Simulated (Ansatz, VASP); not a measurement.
## Two plane-wave programs on Mn

File INCAR:

```
SYSTEM = Mn
ALGO = Normal ; EDIFF = 1E-6
ENCUT = 520 ; GGA = PS
ISIF = 2 ; ISMEAR = -1
LASPH = .TRUE. ; LCHARG = .FALSE.
LREAL = .FALSE. ; LWAVE = .FALSE.
NBANDS = 34 ; NELM = 80
PREC = Accurate ; SIGMA = 0.1
```

Contents of KPOINTS:

```
k-points
0
G
  16 16 5
  0 0 0
```

The input POSCAR:

```
Mn
1.0
    2.4550457766      0.0000000000      0.0000000000
   -1.2275228883      2.1261320100      0.0000000000
    0.0000000000      0.0000000000      7.9176401885
Mn
4
Direct
    1.0000000000      0.0000000000      1.0000000000
    1.0000000000      0.0000000000      0.5000000000
    0.3333333333      0.6666666667      0.2500000000
    0.6666666667      0.3333333333      0.7500000000
```

Input for Ansatz:

```yaml
crystal:
  lattice:
    - [2.4550457766, 0.0, 0.0]
    - [-1.2275228883, 2.12613201, 0.0]
    - [0.0, 0.0, 7.9176401885]
  atoms:
    - { symbol: Mn, position: [1.0, 0.0, 1.0] }
    - { symbol: Mn, position: [1.0, 0.0, 0.5] }
    - { symbol: Mn, position: [0.3333333333, 0.6666666667, 0.25] }
    - { symbol: Mn, position: [0.6666666667, 0.3333333333, 0.75] }
hamiltonian:
  xc: pbesol
  pseudopotentials:
    kind: paw
    azcp:
      Mn: "pseudopotentials/Mn.paw.azcp"
basis:
  ecutwfc: 420
  fft_grid_basis: typed
kpoints:
  mp_grid: { grid: [16, 16, 5], shift: [0, 0, 0] }
magnetization:
  spin_polarized: false
scf:
  occupations: { method: fermi_dirac, width: 0.1 }
  lower_state_search: "off"
output:
  stress: true
```

Alike in both runs: task single point; functional PBEsol; k mesh 16 × 16 × 5; occupations fermi-dirac, width 0.1 eV; no spin polarisation.

|  | VASP | Ansatz |
| --- | --- | --- |
| version | VASP 6.6.1 | Ansatz 0.2.0 |
| potentials or method | VASP PAW PBE potentials, release 64 (Mn_pv) | plane waves (420 eV) with PAW, scalar-relativistic |
| plane-wave cutoff (eV) | 520 | 420 |
| valence electrons in the cell | 52 | 60 |

Ansatz gave:

```
pressure (GPa)                                  : 0.0
largest component of the traceless stress (GPa) : 0.00
```

Question: What did VASP give for the same quantities?

Answer: Pressure (GPa): -0.1; largest component of the traceless stress (GPa): 0.09.

The functional is the same, so the differences come from potentials, cutoffs and numerics. The two sets of potentials don't hold the same shells in valence. Ansatz warned: «pseudo_functional_mismatch».

Caveats: the PAW data sets were made with another functional, which shifts forces and pressure a little (VASP); the run has no spin polarisation, though such a crystal can be magnetic. Spin polarisation is off, so any magnetic state and its effect on volume and gap are missing.
